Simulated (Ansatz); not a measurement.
**HfN in Ansatz: the effect of functional**

The system is HfN.

```xyz
2
Lattice="0.0000 2.4548 2.4548 2.4548 0.0000 2.4548 2.4548 2.4548 0.0000" Properties=species:S:1:pos:R:3 pbc="T T T"
Hf    0.0000    0.0000    0.0000
N     1.2274    1.2274    1.2274
```

The cell comes from a database or a generator and needn't be the stable form of this composition.

Alike in all runs:

```yaml
Program: Ansatz 0.2.0
Task: band structure
Potentials_or_basis: all-electron LAPW, scalar-relativistic
Cutoff: 392 eV (chosen from the basis error)
Basis_error_allowed: 0.001 eV/atom
k_mesh: 9 × 9 × 9
Occupations: fermi-dirac, width 0.05 eV
Spin: no spin polarisation
```

```csv
functional,pressure (GPa)
PBE,0.7
LDA,?
PBEsol,-5.0
```

Question: What does the run with functional LDA give?

Answer: Pressure -9.6 GPa.
